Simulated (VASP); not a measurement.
Yb, 1 atom in the cell. The structure is cubic, space group Fm-3m (No. 225). Conventional cell: a = 5.486 Å, b = 5.486 Å, c = 5.486 Å, α = 90.00°, β = 90.00°, γ = 90.00°. Yb (site symmetry m-3m) has 12 Yb at 3.88 Å as nearest neighbours. 

| Property | Result |
| --- | --- |
| Program | VASP 6.6.1 |
| Task | relaxation of cell and atoms |
| Functional | PBE |
| Dispersion | D4 |
| Potentials or basis | VASP PAW PBE potentials, release 64 (Yb) |
| Cutoff | 600 eV |
| k mesh | 8 × 8 × 8 |
| Occupations | gaussian, width 0.15 eV |
| Spin | no spin polarisation |
| Dipole correction | no |
| Further INCAR settings | ALGO = Normal; EDIFF = 1e-06; IBRION = 2; EDIFFG = -0.01; NSW = 50; ISIF = 3 |

Potentials or basis: VASP PAW PBE potentials, release 64 (Yb).

Run with:

```sh
$ cat potpaw_PBE.64/Yb/POTCAR > POTCAR
$ mpirun -np 1 vasp_std > vasp.out
```

Hardware: 1 thread of AMD EPYC 7R13 Processor (Zen 3), on a shared host.

How long does it take, and how much memory?

Wall time 14 min on 1 thread of AMD EPYC 7R13 Processor (Zen 3), with other jobs on the host, peak memory 0.18 GiB. Counts: scf iterations 370, k points 29, ion steps 33.
